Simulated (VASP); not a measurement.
Runs of VASP 6.6.1 on TiAl3. Symmetry: I4/mmm, No. 139, tetragonal system. Conventional cell: a = 3.822 Å, b = 3.822 Å, c = 8.561 Å, α = 90.00°, β = 90.00°, γ = 90.00°. Ti (site symmetry 4/mmm) is surrounded by 12 Al at 2.70 to 2.87 Å. Around Al (site symmetry -4m2) lie 8 Al at 2.70 to 2.87 Å and 4 Ti at 2.87 Å. Around Al (site symmetry 4/mmm) lie 4 Ti at 2.70 Å and 8 Al at 2.87 Å. The cell comes from a database or a generator and needn't be the stable form of this composition.

| task | level | cell | k mesh | cutoff (eV) | ladder | gap on the mesh (eV) | pressure (GPa) | V0 of scaled cells (Å³/atom) | B0 (GPa) |
| --- | --- | --- | --- | --- | --- | --- | --- | --- | --- |
| equation of state | PBE | as given | 10 × 10 × 10 | 520 | - | - | - | 15.94 | 106 |
| relaxation of cell and atoms | PBE+D3(BJ) | relaxed | 8 × 8 × 8 | 600 | gaps | none | 0.0 | - | - |
| single point | PBEsol | as given | 10 × 10 × 10 | 520 | free | none | (b) | - | - |
| equation of state | PBEsol | as given | 10 × 10 × 10 | 520 | free | - | - | (a) | 111 |
| single point | PBE | as given | 10 × 10 × 10 | 520 | - | none | 2.1 | - | - |

Alike in all rows: potentials or basis VASP PAW PBE potentials, release 64 (Ti_sv, Al); no spin polarisation; smearing fermi-dirac 0.05 eV.

Question: Estimate the missing entries.

Answer: (a) 15.58; (b) -0.4.

Caveats: the cell was scaled at fixed shape and fractional positions, which overstates the stiffness of a crystal with free parameters, most of all of layers and chains (some runs); the PAW data sets were made with another functional, which shifts forces and pressure a little (some runs); pairwise dispersion overbinds metals, which lowers pressure and volume (some runs).

A k mesh can miss the band edges.

A gap of «none» marks a metal or a gap under the smearing width.

Not every run made on this cell is shown here.
